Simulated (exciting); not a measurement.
Here is an exciting (release sodium) calculation.

Contents of input.xml:

```xml
<input>
  <title>Mo</title>
  <structure speciespath="./" tshift="false">
    <crystal scale="1">
      <basevect>-3.012958546116 3.007113623212 2.994339074610</basevect>
      <basevect>3.046967947181 -2.915960793865 2.937193756601</basevect>
      <basevect>3.036011315110 2.939011673133 -2.903184355536</basevect>
    </crystal>
    <species speciesfile="Mo.xml" rmt="2.3">
      <atom coord="-0.004893000000 -0.028505000000 -0.027978000000"/>
    </species>
  </structure>
  <groundstate do="fromscratch" ngridk="12 12 12" rgkmax="9" gmaxvr="14" lmaxapw="10" lmaxmat="10" lmaxvr="8" xctype="GGA_PBE_SOL" stype="Fermi Dirac" swidth="0.00183747" nempty="12" ValenceRelativity="iora*" epsengy="1e-05" epspot="1e-05" maxscl="60" tforce="true" outputlevel="normal"/>
  <properties>
    <chargedensityplot>
      <plot3d>
        <box grid="14 14 14">
          <origin coord="0 0 0"/>
          <point coord="1 0 0"/>
          <point coord="0 1 0"/>
          <point coord="0 0 1"/>
        </box>
      </plot3d>
    </chargedensityplot>
    <elfplot>
      <plot3d>
        <box grid="14 14 14">
          <origin coord="0 0 0"/>
          <point coord="1 0 0"/>
          <point coord="0 1 0"/>
          <point coord="0 0 1"/>
        </box>
      </plot3d>
    </elfplot>
    <exccplot>
      <plot3d>
        <box grid="14 14 14">
          <origin coord="0 0 0"/>
          <point coord="1 0 0"/>
          <point coord="0 1 0"/>
          <point coord="0 0 1"/>
        </box>
      </plot3d>
    </exccplot>
  </properties>
</input>
```

Potentials or basis: all-electron LAPW+lo, shipped species files, valence relativity iora*.

The run is started by

```bash
$ OMP_NUM_THREADS=1 exciting_smp
```

What does it give for the band gap on the k mesh?

None (metal or under the smearing width).
